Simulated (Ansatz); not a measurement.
**NbP in Ansatz: the effect of functional**

The system is NbP.

```
Nb P
1.0
    -1.66368    1.66368    5.70158
     1.66368   -1.66368    5.70158
     1.66368    1.66368   -5.70158
Nb P
2 2
Cartesian
  1.6637 0.0000 2.8494
  0.0000 0.0000 5.7002
  0.0000 1.6637 3.7944
  0.0000 0.0000 0.9436
```

The cell is a database's computed one.

The cell isn't the ideal one: volume scaled by 0.98.

Alike in all runs:

- Program: Ansatz 0.2.0
- Task: single point
- Potentials or basis: Ansatz PAW
- k mesh: 11 × 11 × 11
- Occupations: fermi-dirac, width 0.05 eV
- Spin: no spin polarisation

```tsv
functional	cutoff	pressure (GPa)
LDA	420 eV (not typed: the program's choice for these potentials)	?
r2SCAN	500 eV (not typed: the program's choice for these potentials)	2.4
PBE	420 eV (not typed: the program's choice for these potentials)	2.8
```

Question: What does the run with functional LDA give?

Answer: Pressure -5.7 GPa.

Caveats: the PAW data sets come from PBE, with cores solved anew for the run's functional, which leaves a small shift of forces and pressure (some runs).
